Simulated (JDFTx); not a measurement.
**Pd under changes of volume**

One of the cells (14.750 Å³/atom); the others are scaled copies at fixed shape and fractional positions:

```xyz
1
Lattice="0.0000 1.9465 1.9465 1.9465 0.0000 1.9465 1.9465 1.9465 0.0000" Properties=species:S:1:pos:R:3 pbc="T T T"
Pd    0.0000    0.0000    0.0000
```

| Property | Result |
| --- | --- |
| Program | JDFTx 1.7.0 (patched build) |
| Functional | LDA |
| Potentials or basis | PseudoDojo-SR-LDA-0.4.1-standard with smoothed tails |
| Cutoff | 1116 eV |
| Density cutoff | 4463 eV |
| k mesh | 12 × 12 × 12 |
| Occupations | fermi-dirac, width 0.05 eV |
| Spin | no spin polarisation |

```csv
volume (Å³/atom),energy over the lowest point (meV/atom),pressure (GPa)
13.865,3.47,4.6
14.160,0.00,-0.5
14.455,5.33,-4.9
14.750,18.33,-8.8
15.045,?,?
15.340,63.39,-15.1
15.635,93.80,-17.7
```

Question: What does the run at 15.045 Å³/atom give?

Answer: Energy over the lowest point 37.99 meV/atom; pressure -12.2 GPa.

Worked out: A Birch-Murnaghan fit of order 3 (a polynomial in V^(-2/3)) to the other rows has its minimum at 14.12 Å³/atom with B0 = V·E''(V) = 233 GPa and B' = 5.7. It gives 37.97 meV/atom at 15.045 Å³/atom, against the run's 37.99, and -dE/dV = -12.3 GPa, against -12.2.

Energies are extrapolated to zero smearing.

Caveats: this set's palladium file may shift the pressure by some GPa.
